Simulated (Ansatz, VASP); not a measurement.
**Two plane-wave programs on W**

```
CELL_PARAMETERS angstrom
-1.56769 1.56769 1.56769
1.56769 -1.56769 1.56769
1.56769 1.56769 -1.56769
ATOMIC_POSITIONS crystal
W 0.00000 0.00000 0.00000
```

Alike in both runs: functional LDA; k mesh 16 × 16 × 16; occupations fermi-dirac, width 0.15 eV; no spin polarisation.

Ansatz relaxed the structure, and its values are those at the end. VASP's run is a single point on that final structure, the one shown.

|  | VASP | Ansatz |
| --- | --- | --- |
| version | VASP 6.6.1 | Ansatz 0.2.0 |
| potentials or method | VASP PAW LDA potentials, release 64 (W_sv) | scalar-relativistic, plane waves, PAW |
| plane-wave cutoff (eV) | 520 | 420 |
| valence electrons in the cell | 14 | 14 |

```tsv
	VASP	Ansatz	Ansatz less VASP
gap on the k mesh at the Fermi level (eV)	none	none	-
pressure (GPa)	1.9	0.0	-1.90
```

A gap of «none» marks a metal or a gap that the smearing closes. Ansatz warned: «pseudo_functional_mismatch».

The runs have no spin-orbit coupling, so splittings on W are missing.
